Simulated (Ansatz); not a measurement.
# Bi₂Te₃

Level of theory: DFT, PBE, scalar-relativistic, no spin polarisation; plane waves to 420 eV with PAW datasets (Ansatz 0.2.0), Γ-centred 8×8×8 mesh, 0.05 eV Gaussian smearing; PAW files: Ansatz's generated set soft_2.

```xyz
5
Lattice="2.2248 1.2845 10.6495 -2.2248 1.2845 10.6495 0.0000 -2.5690 10.6495" Properties=species:S:1:pos:R:3 pbc="T T T"
Bi    0.0000    0.0000   12.7031
Bi    0.0000    0.0000   19.2453
Te    0.0000    0.0000    0.0000
Te    0.0000    0.0000    6.8763
Te    0.0000    0.0000   25.0721
```

The start was a prototype's sites filled with these elements; the Crystallography Open Database holds the compound in this structure.

Cell and atoms are those of this level's equilibrium.

The cell has space group R-3m (read at 0.01 Å). In it the stress is -0.01, -0.01, -0.01, 0.00, 0.00, 0.00 GPa and the largest force component 0.004 eV/Å. Each change below starts from this cell, without further relaxation. Stress is in GPa, positive in compression, in the order xx, yy, zz, yz, xz, xy; energies are counted from the cell above.

Q: What happens when atom 3 (Te) is moved by 0.12 Å along z?

A: The energy changes by 30.5 meV per cell, and the force on it along the shift is -0.509 eV/Å (−F/u = 4.24 eV/Å²). Stress: 0.09, 0.09, 0.05, 0.00, 0.00, 0.00. The gap on the mesh goes from 0.50 eV to 0.52 eV.
| atom | Fx (eV/Å) | Fy | Fz |
| --- | --- | --- | --- |
| Bi1 | 0.000 | 0.000 | 0.206 |
| Bi2 | 0.000 | 0.000 | 0.154 |
| Te3 | 0.000 | 0.000 | -0.509 |
| Te4 | 0.000 | 0.000 | 0.065 |
| Te5 | 0.000 | 0.000 | 0.083 |
In a harmonic crystal the energy would rise by −½F·u = ½ × 4.24 × 0.12² eV = 30.5 meV, which matches.

Q: One atom was moved along a Cartesian axis, and these forces appeared. Which atom, and about how far?
```
atom  Fx (eV/Å)      Fy      Fz
 Bi1     -0.027   0.000   0.000
 Bi2      0.101  -0.005   0.007
 Te3      0.057  -0.001   0.000
 Te4     -0.158   0.006  -0.004
 Te5      0.026   0.000  -0.004
```

A: Atom 4 (Te) is moved by 0.05 Å along x; the energy changes by 3.9 meV per cell.

Q: What stress follows from an engineering strain of -2 % in yy, atoms carried along?

A: 0.40, 1.64, 0.74, 0.50, 0.00, 0.00 GPa; the energy changes by 18.2 meV per cell. The gap on the mesh goes from 0.50 eV to 0.52 eV.
```
atom  Fx (eV/Å)      Fy      Fz
 Bi1      0.000  -0.031  -0.053
 Bi2      0.000   0.031   0.053
 Te3      0.000   0.000   0.000
 Te4      0.000  -0.082  -0.114
 Te5      0.000   0.082   0.114
```
The change of the stress over the strain gives a clamped-atom stiffness of about 83 GPa for this component, a secant value that lies under the elastic constant in tension and over it in compression, by several per cent for each per cent of strain.
In a harmonic crystal the energy would rise by V(½Cε² − σ₀ε), with σ₀ the stress of the unstrained cell, = 18.6 meV, which matches.

Q: What stress follows from an engineering strain of 1 % in xz, atoms carried along?

A: 0.00, -0.01, -0.01, -0.01, -0.45, 0.22 GPa; the energy changes by 2.5 meV per cell.
```tsv
atom	Fx (eV/Å)	Fy	Fz
Bi1	0.029	0.000	0.000
Bi2	-0.029	0.000	0.000
Te3	0.000	0.000	0.000
Te4	0.075	0.001	0.003
Te5	-0.075	-0.001	-0.003
```
The change of the stress over the strain gives a clamped-atom stiffness of about 45 GPa for this component.
In a harmonic crystal the energy would rise by V(½Cε² − σ₀ε), with σ₀ the stress of the unstrained cell, = 2.5 meV, which matches.

Q: All atoms and the cell are disturbed at random:
```
CELL_PARAMETERS angstrom
2.28136 1.23096 10.43071
-2.25879 1.21866 10.42748
0.00063 -2.66282 10.45481
ATOMIC_POSITIONS crystal
Bi 0.39560 0.40937 0.37650
Bi 0.63701 0.59837 0.58222
Te 0.95554 0.03188 0.00807
Te 0.21927 0.20273 0.22467
Te 0.79257 0.75765 0.80853
```
Give the energy change, the stress and the forces.

A: 273.4 meV per cell; stress -1.25, 0.18, 0.07, 0.89, -0.23, -0.08 GPa. The gap on the mesh goes from 0.50 eV to 0.39 eV.
```tsv
atom	Fx (eV/Å)	Fy	Fz
Bi1	0.057	-0.212	0.945
Bi2	-0.239	-0.147	-1.050
Te3	0.644	0.078	0.357
Te4	-0.119	0.001	0.315
Te5	-0.343	0.280	-0.568
```

Q: All atoms and the cell are disturbed at random:
```xyz
5
Lattice="2.2460 1.3083 10.8930 -2.2030 1.3074 10.8842 0.0206 -2.5584 10.8817" Properties=species:S:1:pos:R:3 pbc="T T T"
Bi    0.0024    0.0488   12.9795
Bi    0.0527    0.0504   19.6724
Te    0.0203   -0.0532   -0.0585
Te   -0.0037    0.0253    7.0721
Te    0.0554    0.0433   25.6524
```
Give the energy change, the stress and the forces.

A: 39.9 meV per cell; stress -0.66, -0.78, -1.26, -0.03, -0.39, 0.17 GPa. The gap on the mesh goes from 0.50 eV to 0.59 eV.
```tsv
atom	Fx (eV/Å)	Fy	Fz
Bi1	0.081	-0.022	0.129
Bi2	-0.099	-0.018	0.035
Te3	-0.061	0.121	0.249
Te4	0.149	-0.044	-0.020
Te5	-0.071	-0.038	-0.394
```

Semilocal functionals underestimate band gaps, commonly by a third or more. For elements this heavy, spin–orbit coupling would shift levels and gaps; it isn't included here. The structure is layered, and this functional has no dispersion term, so the layers' spacing is poorly fixed, often too long, and so is what hangs on it. The relaxed cell is 8 % larger in volume than the cell of this structure in the Crystallography Open Database (33.95 Å³/atom, 1993).
